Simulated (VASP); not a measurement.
A run of VASP 6.6.1:

INCAR

```
SYSTEM = GaN
PREC = Accurate ; ENCUT = 520
EDIFF = 1E-7 ; ISMEAR = 0
SIGMA = 0.02 ; LREAL = .FALSE.
LASPH = .TRUE. ; NELM = 60
ALGO = Normal ; ISIF = 2
LWAVE = .FALSE. ; LCHARG = .FALSE.
METAGGA = R2SCAN ; LMIXTAU = .TRUE.
NBANDS = 46 ; KPAR = 2
```

Contents of KPOINTS:

```
Automatic mesh
0
G
  10 10 4
  0 0 0
```

File POSCAR:

```
GaN
1.0
    3.2115377864      0.0000000000      0.0000000000
   -1.6057688932      2.7812733083      0.0000000000
    0.0000000000      0.0000000000     10.3568400000
Ga N
4 4
Direct
    0.0000000000      0.0000000000      0.7858680000
    0.6666666667      0.3333333333      0.0373490000
    0.3333333333      0.6666666667      0.5373490000
    0.0000000000      0.0000000000      0.2858680000
    0.0000000000      0.0000000000      0.0930380000
    0.6666666667      0.3333333333      0.3437450000
    0.0000000000      0.0000000000      0.5930380000
    0.3333333333      0.6666666667      0.8437450000
```

Contents of KPOINTS_OPT:

```
path GMKGALHA,LM,KH
15
line-mode
reciprocal
 0.0000000000  0.0000000000  0.0000000000  G
 0.5000000000  0.0000000000  0.0000000000  M

 0.5000000000  0.0000000000  0.0000000000  M
 0.3333333333  0.3333333333  0.0000000000  K

 0.3333333333  0.3333333333  0.0000000000  K
 0.0000000000  0.0000000000  0.0000000000  G

 0.0000000000  0.0000000000  0.0000000000  G
 0.0000000000  0.0000000000  0.5000000000  A

 0.0000000000  0.0000000000  0.5000000000  A
 0.5000000000  0.0000000000  0.5000000000  L

 0.5000000000  0.0000000000  0.5000000000  L
 0.3333333333  0.3333333333  0.5000000000  H

 0.3333333333  0.3333333333  0.5000000000  H
 0.0000000000  0.0000000000  0.5000000000  A

 0.5000000000  0.0000000000  0.5000000000  L
 0.5000000000  0.0000000000  0.0000000000  M

 0.3333333333  0.3333333333  0.0000000000  K
 0.3333333333  0.3333333333  0.5000000000  H
```

Potentials or basis: VASP PAW PBE potentials, release 64 (Ga_d, N).

The run is started by

```console
$ cat potpaw_PBE.64/Ga_d/POTCAR potpaw_PBE.64/N/POTCAR > POTCAR
$ mpirun -np 2 vasp_std > vasp.out
```

Hardware: 2 MPI ranks on Intel(R) Xeon(R) 6975P-C (Granite Rapids), on a shared host.

Q: Estimate the wall time of this run.

A: Run time: 7.7 min on 2 MPI ranks on Intel(R) Xeon(R) 6975P-C (Granite Rapids), on a shared host, peak memory 0.35 GiB a rank. Counts: scf iterations 74, k points 42.
